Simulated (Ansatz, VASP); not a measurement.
# Si53N72 (V_Si) in two plane-wave programs, part 2 of 3

Aim: how closely do two programs agree when they are given the same cell, functional and k mesh? Of the first pair: The structure shown is the start of the Ansatz relaxation below; VASP solves that cell, so the two are compared at the walk's first step.

VASP 6.6.1 and Ansatz 0.2.0.

So far: Starting point; Ansatz: relaxation, PBEsol.

**3. VASP: single point, PBEsol, start cell, pair 1**

Level of this step: PBEsol, spin-polarised from a ferrimagnetic start; plane waves and PAW (Si, N) (VASP).

The same cell, functional and mesh now go to VASP, with its own data sets.

Lines of VASP's logs that name or quote its potential files are left out, and so is its time.

INCAR reads:

```
SYSTEM = Si53N72
PREC = Accurate
ENCUT = 520
EDIFF = 1E-06
NELM = 200
ISMEAR = 0
SIGMA = 0.01
LREAL = Auto
ALGO = Normal
GGA = PS
NBANDS = 384
ISPIN = 2
MAGMOM = 0 0 0 -0 0 -0 -0 0 0 -0 0 0 -0 0 0 0 0 0 -0 0 0 0 0 0 -0 -0 0 0 0 -0 0 0 0 0 -0 0 0 0 0 0 0 -0 0 0 -0 0 0 0 0 0 0 0 -0 0 0.02 -0 0 -0 -0.01 -0.03 0 -0.01 0 0.02 0 0 0 0 -0 -0.02 0 0 0 0 -0 -0.03 0 0 0.62 -0 0.05 0 0 0.37 0 -0.01 0 -0.24 0 0 0 -0 0.05 -0.02 0.01 0 -0 -0.01 -0 -0.02 0.01 -0 0.05 0 0.04 0 0 0.01 0.01 0 0 0.36 0 0.01 0.03 -0 0 0.05 0 0.01 -0 -0 0 0.01 0
LORBIT = 11
LWAVE = .FALSE.
LCHARG = .FALSE.
ISIF = 2
ISYM = 0
NUPDOWN = 2
LASPH = .TRUE.
GGA_COMPAT = .FALSE.
NCORE = 4
```

POSCAR reads:

```
Si53N72
1.0
   11.4366858822      6.6029736727      0.0000000000
  -11.4366858822      6.6029736727      0.0000000000
    0.0000000000      0.0000000000      8.7307673276
Si N
53 72
Direct
    0.0181559384      0.8079585170      0.2455456570
    0.3506098193      0.4748025282      0.2472206530
[... 7 atom lines left out ...]
    0.1915411998      0.2151663131      0.2518832443
[... 3 atom lines left out ...]
    0.4525155158      0.3167734821      0.2512530592
[... 7 atom lines left out ...]
    0.5430574709      0.6820393417      0.4159614916
[... 1 atom line left out ...]
    0.1421822116      0.4577932232      0.4187158886
[... 2 atom lines left out ...]
    0.1938200818      0.2159990594      0.5796239678
    0.5295248083      0.8783700980      0.5812828139
[... 1 atom line left out ...]
    0.1230177869      0.6459383307      0.5858116255
    0.4519991285      0.3131788429      0.5780789718
[... 2 atom lines left out ...]
    0.6464582779      0.5293224211      0.4131008037
    0.9795315391      0.1955570475      0.4206371402
[... 1 atom line left out ...]
    0.3487734172      0.4720781065      0.9183129843
[... 2 atom lines left out ...]
    0.5505282233      0.6891524730      0.7496652647
[... 1 atom line left out ...]
    0.1374412411      0.4507784296      0.7460308763
[... 2 atom lines left out ...]
    0.1903304124      0.2123295302      0.9204253989
[... 3 atom lines left out ...]
    0.4505010395      0.3096637361      0.9165274597
[... 2 atom lines left out ...]
    0.6470671283      0.5305089738      0.7497178374
    0.9814981642      0.1966903893      0.7462814843
[... 1 atom line left out ...]
    0.3339038323      0.3301871087      0.2476981597
[... 4 atom lines left out ...]
    0.2092233517      0.4542831557      0.2514072266
[... 3 atom lines left out ...]
    0.4237301430      0.5441617973      0.0873458164
[... 5 atom lines left out ...]
    0.5428976773      0.7597908425      0.2469112873
[... 5 atom lines left out ...]
    0.5797730681      0.4555804467      0.2464964326
[... 2 atom lines left out ...]
    0.3372653618      0.3357629161      0.5857367180
[... 1 atom line left out ...]
    0.0021442434      0.3370966973      0.4137793237
[... 1 atom line left out ...]
    0.6652268789      0.6623729927      0.4165273067
    0.2123395759      0.4596272106      0.5830118716
[... 3 atom lines left out ...]
    0.4220077576      0.5476983654      0.4213447526
[... 1 atom line left out ...]
    0.1212698743      0.5732600796      0.4127286715
    0.4581891491      0.2474059708      0.4167507693
[... 1 atom line left out ...]
    0.2118409826      0.0917769174      0.5781577736
    0.5468328469      0.7561944596      0.5831678716
[... 1 atom line left out ...]
    0.1197790948      0.2080759153      0.4215181624
    0.4524100821      0.8727151469      0.4158834915
[... 2 atom lines left out ...]
    0.5796334758      0.4532811378      0.5864181014
[... 2 atom lines left out ...]
    0.3353275893      0.3376997800      0.9166478386
[... 1 atom line left out ...]
    0.0017557035      0.3313234680      0.7470966474
[... 1 atom line left out ...]
    0.6652022647      0.6686414603      0.7535145255
    0.2105683136      0.4551250872      0.9123699786
[... 3 atom lines left out ...]
    0.4226623971      0.5426493421      0.7493899167
[... 1 atom line left out ...]
    0.1266689848      0.5763713770      0.7522282697
    0.4533114987      0.2396615808      0.7472501276
[... 2 atom lines left out ...]
    0.5429335882      0.7594161449      0.9128047629
[... 1 atom line left out ...]
    0.1161773755      0.2072138882      0.7474091057
[... 3 atom lines left out ...]
    0.5729146994      0.4528602523      0.9139487631
    0.9134979557      0.1198691813      0.9159924552
```

KPOINTS reads:

```
Points of the shifted mesh
1
Reciprocal
 0.2500000000  0.2500000000  0.2500000000 1
```

PAW data sets: Si and N (PBE family, release 64).

Started as:

```console
$ mpirun -np 16 vasp_std
```

Numbers of over 12 decimals in the logs are rounded to 6 here.

Output:

```text
[banner, memory and clock lines left out]
running   16 mpi-ranks, on    1 nodes
[...]
|                                                                             |
|               ----> ADVICE to this user running VASP <----                  |
|                                                                             |
|     You enforced a specific xc type in the INCAR file but a different       |
|     [... a line on the potential file left out ...]
|     I HOPE YOU KNOW WHAT YOU ARE DOING!                                     |
|                                                                             |

 LDA part: xc-table for (Slater+PW92), standard interpolation
 POSCAR, INCAR and KPOINTS ok, starting setup
[...]
entering main loop
       N       E                     dE             d eps       ncg     rms          rms(c)
DAV:   1     0.266267253339E+04    0.26627E+04   -0.28170E+05  1544   0.138E+03
DAV:   2    -0.930026691828E+03   -0.35927E+04   -0.34483E+04  1872   0.298E+02
DAV:   3    -0.119252643118E+04   -0.26250E+03   -0.25989E+03  1872   0.821E+01
DAV:   4    -0.119846495341E+04   -0.59385E+01   -0.59138E+01  1936   0.126E+01
[...]
DAV:  29    -0.106055419800E+04   -0.61146E-05   -0.15461E-05  1720   0.677E-03    0.342E-02
DAV:  30    -0.106055419955E+04   -0.15465E-05   -0.10381E-05  1160   0.269E-03    0.357E-02
DAV:  31    -0.106055420046E+04   -0.91038E-06   -0.36668E-06  1048   0.221E-03
   1 F= -.10605542E+04 E0= -.10605542E+04  d E =-.189750E-12  mag=     2.0000
```

From OUTCAR (step 3):

```text
 magnetization (x)
# of ion       s       p       d       tot
------------------------------------------
    1        0.000   0.000   0.000   0.000
    2        0.001   0.003   0.000   0.003
    3        0.000   0.000   0.000   0.000
    4       -0.000  -0.000   0.000  -0.000
    5       -0.000  -0.000   0.000  -0.001
    6        0.000   0.000   0.000   0.000
[...]
123        0.000  -0.000   0.000  -0.000
  124        0.001   0.032   0.000   0.033
  125        0.000   0.000   0.000   0.000
--------------------------------------------------
tot          0.065   1.340   0.000   1.404
```

The run ends at a pressure of 1.16 GPa, with forces up to 3.7 eV/Å.

**4. Side by side**

Known differences besides the potentials themselves: VASP starts from the moments at which Ansatz ended; fixed occupations in Ansatz, narrow Gaussian smearing in VASP; the cutoff is 420 eV in Ansatz and 520 eV in VASP (PREC = Accurate, projectors in real space); Ansatz makes its cores anew for this functional, VASP keeps those of its PBE data sets. Total energies have different zeros and are not compared.

Forces on 9 of the 125 atoms, those with the largest forces and the largest differences (eV/Å; atoms numbered as in POSCAR):

```tsv
atom	Ansatz x, y, z	VASP x, y, z
Si2	0.265, -0.177, 3.203	0.278, -0.208, 3.231
Si17	0.130, 1.096, -3.511	0.129, 1.116, -3.530
Si31	0.156, 2.051, 2.304	0.172, 2.079, 2.311
Si33	1.802, 0.561, -2.783	1.821, 0.553, -2.801
Si34	2.558, -0.913, 1.614	2.580, -0.933, 1.614
Si45	2.101, 0.786, -2.948	2.114, 0.796, -2.971
N72	-2.059, -1.054, 2.129	-2.084, -1.070, 2.146
N83	-1.862, 1.869, -0.216	-1.888, 1.893, -0.218
N88	0.513, -1.118, -2.078	0.508, -1.155, -2.072
```

The forces differ by 11 meV/Å r.m.s., which is 1.0 % of the r.m.s. force of 1.115 eV/Å (both taken over all components). VASP's last cycles still show a density residual of 4e-03, so its state may not be settled. Moments aren't recorded for both runs of this pair, so they may hold unlike magnetic states.

**5. Ansatz: relaxation, PBEsol**

This run makes the geometry at which the two programs are then compared.

The structure compared here is the end of the Ansatz relaxation.

input.yaml reads:

```yaml
crystal:
  lattice:
    - [11.43668588, 6.60297367, 0.0]
    - [-11.43668588, 6.60297367, 0.0]
    - [0.0, 0.0, 8.73076733]
  atoms:
    - { symbol: Si, position: [0.01950046, 0.80655545, 0.25] }
    - { symbol: Si, position: [0.3528338, 0.47322211, 0.25] }
    - { symbol: Si, position: [0.68616713, 0.13988878, 0.25] }
    - { symbol: Si, position: [0.21294502, 0.01950046, 0.08333333] }
    - { symbol: Si, position: [0.54627835, 0.68616713, 0.08333333] }
    - { symbol: Si, position: [0.87961168, 0.3528338, 0.08333333] }
    - { symbol: Si, position: [0.13988878, 0.45372165, 0.08333333] }
    - { symbol: Si, position: [0.47322211, 0.12038832, 0.08333333] }
    - { symbol: Si, position: [0.80655545, 0.78705498, 0.08333333] }
    - { symbol: Si, position: [0.19344455, 0.21294502, 0.25] }
    - { symbol: Si, position: [0.52677789, 0.87961168, 0.25] }
    - { symbol: Si, position: [0.86011122, 0.54627835, 0.25] }
    - { symbol: Si, position: [0.12038832, 0.6471662, 0.25] }
    - { symbol: Si, position: [0.45372165, 0.31383287, 0.25] }
    - { symbol: Si, position: [0.78705498, 0.98049954, 0.25] }
    - { symbol: Si, position: [0.31383287, 0.86011122, 0.08333333] }
    - { symbol: Si, position: [0.6471662, 0.52677789, 0.08333333] }
    - { symbol: Si, position: [0.98049954, 0.19344455, 0.08333333] }
    - { symbol: "N", position: [0.0, 0.66666667, 0.25] }
    - { symbol: "N", position: [0.33333333, 0.33333333, 0.25] }
    - { symbol: "N", position: [0.66666667, 0.0, 0.25] }
    - { symbol: "N", position: [0.0, 0.33333333, 0.08333333] }
    - { symbol: "N", position: [0.33333333, 0.0, 0.08333333] }
    - { symbol: "N", position: [0.66666667, 0.66666667, 0.08333333] }
    - { symbol: "N", position: [0.21345843, 0.45653274, 0.25] }
    - { symbol: "N", position: [0.54679176, 0.12319941, 0.25] }
    - { symbol: "N", position: [0.8801251, 0.78986608, 0.25] }
    - { symbol: "N", position: [0.09025902, 0.8801251, 0.08333333] }
    - { symbol: "N", position: [0.42359235, 0.54679176, 0.08333333] }
    - { symbol: "N", position: [0.75692569, 0.21345843, 0.08333333] }
    - { symbol: "N", position: [0.12319941, 0.57640765, 0.08333333] }
    - { symbol: "N", position: [0.45653274, 0.24307431, 0.08333333] }
    - { symbol: "N", position: [0.78986608, 0.90974098, 0.08333333] }
    - { symbol: "N", position: [0.21013392, 0.09025902, 0.25] }
    - { symbol: "N", position: [0.54346726, 0.75692569, 0.25] }
    - { symbol: "N", position: [0.87680059, 0.42359235, 0.25] }
    - { symbol: "N", position: [0.1198749, 0.21013392, 0.08333333] }
    - { symbol: "N", position: [0.45320824, 0.87680059, 0.08333333] }
    - { symbol: "N", position: [0.78654157, 0.54346726, 0.08333333] }
    - { symbol: "N", position: [0.24307431, 0.78654157, 0.25] }
    - { symbol: "N", position: [0.57640765, 0.45320824, 0.25] }
    - { symbol: "N", position: [0.90974098, 0.1198749, 0.25] }
    - { symbol: Si, position: [0.01950046, 0.80655545, 0.58333333] }
    - { symbol: Si, position: [0.68616713, 0.13988878, 0.58333333] }
    - { symbol: Si, position: [0.21294502, 0.01950046, 0.41666667] }
    - { symbol: Si, position: [0.54627835, 0.68616713, 0.41666667] }
    - { symbol: Si, position: [0.87961168, 0.3528338, 0.41666667] }
    - { symbol: Si, position: [0.13988878, 0.45372165, 0.41666667] }
    - { symbol: Si, position: [0.47322211, 0.12038832, 0.41666667] }
    - { symbol: Si, position: [0.80655545, 0.78705498, 0.41666667] }
    - { symbol: Si, position: [0.19344455, 0.21294502, 0.58333333] }
    - { symbol: Si, position: [0.52677789, 0.87961168, 0.58333333] }
    - { symbol: Si, position: [0.86011122, 0.54627835, 0.58333333] }
    - { symbol: Si, position: [0.12038832, 0.6471662, 0.58333333] }
    - { symbol: Si, position: [0.45372165, 0.31383287, 0.58333333] }
    - { symbol: Si, position: [0.78705498, 0.98049954, 0.58333333] }
    - { symbol: Si, position: [0.31383287, 0.86011122, 0.41666667] }
    - { symbol: Si, position: [0.6471662, 0.52677789, 0.41666667] }
    - { symbol: Si, position: [0.98049954, 0.19344455, 0.41666667] }
    - { symbol: "N", position: [0.0, 0.66666667, 0.58333333] }
    - { symbol: "N", position: [0.33333333, 0.33333333, 0.58333333] }
    - { symbol: "N", position: [0.66666667, 0.0, 0.58333333] }
    - { symbol: "N", position: [0.0, 0.33333333, 0.41666667] }
    - { symbol: "N", position: [0.33333333, 0.0, 0.41666667] }
    - { symbol: "N", position: [0.66666667, 0.66666667, 0.41666667] }
    - { symbol: "N", position: [0.21345843, 0.45653274, 0.58333333] }
    - { symbol: "N", position: [0.54679176, 0.12319941, 0.58333333] }
    - { symbol: "N", position: [0.8801251, 0.78986608, 0.58333333] }
    - { symbol: "N", position: [0.09025902, 0.8801251, 0.41666667] }
    - { symbol: "N", position: [0.42359235, 0.54679176, 0.41666667] }
    - { symbol: "N", position: [0.75692569, 0.21345843, 0.41666667] }
    - { symbol: "N", position: [0.12319941, 0.57640765, 0.41666667] }
    - { symbol: "N", position: [0.45653274, 0.24307431, 0.41666667] }
    - { symbol: "N", position: [0.78986608, 0.90974098, 0.41666667] }
    - { symbol: "N", position: [0.21013392, 0.09025902, 0.58333333] }
    - { symbol: "N", position: [0.54346726, 0.75692569, 0.58333333] }
    - { symbol: "N", position: [0.87680059, 0.42359235, 0.58333333] }
    - { symbol: "N", position: [0.1198749, 0.21013392, 0.41666667] }
    - { symbol: "N", position: [0.45320824, 0.87680059, 0.41666667] }
    - { symbol: "N", position: [0.78654157, 0.54346726, 0.41666667] }
    - { symbol: "N", position: [0.24307431, 0.78654157, 0.58333333] }
    - { symbol: "N", position: [0.57640765, 0.45320824, 0.58333333] }
    - { symbol: "N", position: [0.90974098, 0.1198749, 0.58333333] }
    - { symbol: Si, position: [0.01950046, 0.80655545, 0.91666667] }
    - { symbol: Si, position: [0.3528338, 0.47322211, 0.91666667] }
    - { symbol: Si, position: [0.68616713, 0.13988878, 0.91666667] }
    - { symbol: Si, position: [0.21294502, 0.01950046, 0.75] }
    - { symbol: Si, position: [0.54627835, 0.68616713, 0.75] }
    - { symbol: Si, position: [0.87961168, 0.3528338, 0.75] }
    - { symbol: Si, position: [0.13988878, 0.45372165, 0.75] }
    - { symbol: Si, position: [0.47322211, 0.12038832, 0.75] }
    - { symbol: Si, position: [0.80655545, 0.78705498, 0.75] }
    - { symbol: Si, position: [0.19344455, 0.21294502, 0.91666667] }
    - { symbol: Si, position: [0.52677789, 0.87961168, 0.91666667] }
    - { symbol: Si, position: [0.86011122, 0.54627835, 0.91666667] }
    - { symbol: Si, position: [0.12038832, 0.6471662, 0.91666667] }
    - { symbol: Si, position: [0.45372165, 0.31383287, 0.91666667] }
    - { symbol: Si, position: [0.78705498, 0.98049954, 0.91666667] }
    - { symbol: Si, position: [0.31383287, 0.86011122, 0.75] }
    - { symbol: Si, position: [0.6471662, 0.52677789, 0.75] }
    - { symbol: Si, position: [0.98049954, 0.19344455, 0.75] }
    - { symbol: "N", position: [0.0, 0.66666667, 0.91666667] }
    - { symbol: "N", position: [0.33333333, 0.33333333, 0.91666667] }
    - { symbol: "N", position: [0.66666667, 0.0, 0.91666667] }
    - { symbol: "N", position: [0.0, 0.33333333, 0.75] }
    - { symbol: "N", position: [0.33333333, 0.0, 0.75] }
    - { symbol: "N", position: [0.66666667, 0.66666667, 0.75] }
    - { symbol: "N", position: [0.21345843, 0.45653274, 0.91666667] }
    - { symbol: "N", position: [0.54679176, 0.12319941, 0.91666667] }
    - { symbol: "N", position: [0.8801251, 0.78986608, 0.91666667] }
    - { symbol: "N", position: [0.09025902, 0.8801251, 0.75] }
    - { symbol: "N", position: [0.42359235, 0.54679176, 0.75] }
    - { symbol: "N", position: [0.75692569, 0.21345843, 0.75] }
    - { symbol: "N", position: [0.12319941, 0.57640765, 0.75] }
    - { symbol: "N", position: [0.45653274, 0.24307431, 0.75] }
    - { symbol: "N", position: [0.78986608, 0.90974098, 0.75] }
    - { symbol: "N", position: [0.21013392, 0.09025902, 0.91666667] }
    - { symbol: "N", position: [0.54346726, 0.75692569, 0.91666667] }
    - { symbol: "N", position: [0.87680059, 0.42359235, 0.91666667] }
    - { symbol: "N", position: [0.1198749, 0.21013392, 0.75] }
    - { symbol: "N", position: [0.45320824, 0.87680059, 0.75] }
    - { symbol: "N", position: [0.78654157, 0.54346726, 0.75] }
    - { symbol: "N", position: [0.24307431, 0.78654157, 0.91666667] }
    - { symbol: "N", position: [0.57640765, 0.45320824, 0.91666667] }
    - { symbol: "N", position: [0.90974098, 0.1198749, 0.91666667] }
  host:
    repeats: [1, 1, 3]
    atoms:
      - { symbol: Si, position: [0.01950046, 0.80655545, 0.75] }
      - { symbol: Si, position: [0.3528338, 0.47322211, 0.75] }
      # ... 40 more atoms of the perfect host
basis:
  ecutwfc: 420
  xc_grid: 2
hamiltonian:
  xc: pbesol
  pseudopotentials: { kind: paw, azcp: { folder: soft_1 }, xc_functional: pbe }
kpoints:
  mp_grid: { grid: [1, 1, 1], shift: [0.25, 0.25, 0.25] }
magnetization:
  spin_polarized: true
  initial_magnetization: 2
  spin_locking: { lock_magnetization: hard }
scf:
  occupations: { method: fixed }
  max_iter: 100
output:
  forces: true
  charged_corrections:
    epsilon: [4.29, 4.29, 4.37]
    static_epsilon: [8.29, 8.29, 8.25]
    defect_position: [0.352834, 0.473222, 0.583333]
relax:
  f_tol: 0.02
  max_steps: 80
  random_displacement: { amplitude: 0.05, seed: 8741 }
checkpoint:
  write: "../q0_M2.relax.run"
  compress: false
  write_wavefunctions: true
  write_every: 100000
```

Started as:

```console
$ ansatz run input.yaml --threads 4 --pin off --max-ram 15073MiB --backend cpu --events-out ev --progress --plain --runs-dir out
```

Output:

```text
[...]
Crystal: 125 atoms, lattice volume = 1318.628 Å³
Basis set: ecut = 420 eV, 25805 PW (Γ), exchange–correlation on 180×180×120 points (8 copies of the dense FFT grid, shifted against one another)
Bands: 412, of which v1, the nominal top of the filled ones, is band 286 counted from 1 (285 counted from 0)
Symmetry: 1 space group operations
k-points: 1
[...]
Starting moments: Σ|m| = 2 μB on 125 of 125 sites
[...]
- { symbol: Si, position: [0.473511, 0.120393, 0.416457] }
    - { symbol: Si, position: [0.807989, 0.788315, 0.416152] }
[...]
- { symbol: Si, position: [0.786756, 0.980232, 0.916559] }
    - { symbol: Si, position: [0.314213, 0.860471, 0.748837] }
    - { symbol: Si, position: [0.647845, 0.528000, 0.749424] }
    - { symbol: Si, position: [0.979313, 0.193449, 0.751193] }
[...]
- { symbol: N, position: [0.787464, 0.544576, 0.749745] }
    - { symbol: N, position: [0.243525, 0.787460, 0.915795] }
    - { symbol: N, position: [0.577347, 0.453168, 0.915831] }
    - { symbol: N, position: [0.908932, 0.119884, 0.917827] }
```

(Part 2 of 3 ends here.)

[Lines on the potential files, build, host, timing and source positions are cut from VASP's logs without a mark.]

[Logs are printed without paths, hosts, clocks, repeated set-up lines and the standing remarks that a program may print on its own settings, such as how far it seeks lower states.]

[Hosts, paths, dates, database ids (printed as entryN), source tags and the programs' standing remarks are cut or masked in the printed files.]
